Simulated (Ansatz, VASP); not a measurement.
## One calculation of CoSi2, two programs

```
CELL_PARAMETERS angstrom
0.00000 2.65754 2.65754
2.65754 0.00000 2.65754
2.65754 2.65754 0.00000
ATOMIC_POSITIONS crystal
Co 0.00000 0.00000 0.00000
Si 0.25000 0.25000 0.25000
Si 0.75000 0.75000 0.75000
```

Alike in both runs: functional r2SCAN; k mesh 14 × 14 × 14; occupations gaussian, width 0.1 eV; no spin polarisation.

Ansatz relaxed the structure, and its values are those at the end. VASP's run is a single point on that final structure, the one shown.

|  | VASP | Ansatz |
| --- | --- | --- |
| version | VASP 6.6.1 | Ansatz 0.2.0 |
| potentials or method | VASP PAW PBE potentials, release 64 (Co, Si) | scalar-relativistic, plane waves, PAW |
| plane-wave cutoff (eV) | 520 | 500 |
| valence electrons in the cell | 17 | 25 |

```tsv
	VASP	Ansatz	Ansatz less VASP
gap on the k mesh at the Fermi level (eV)	none	none	-
pressure (GPa)	-0.1	0.0	+0.09
```

A gap of «none» marks a metal or a gap that the smearing closes. The two sets of potentials don't hold the same shells in valence.

Caveats: the PAW data sets were made with another functional, which shifts forces and pressure a little (VASP). Spin polarisation is off, so any magnetic state and its effect on volume and gap are missing.
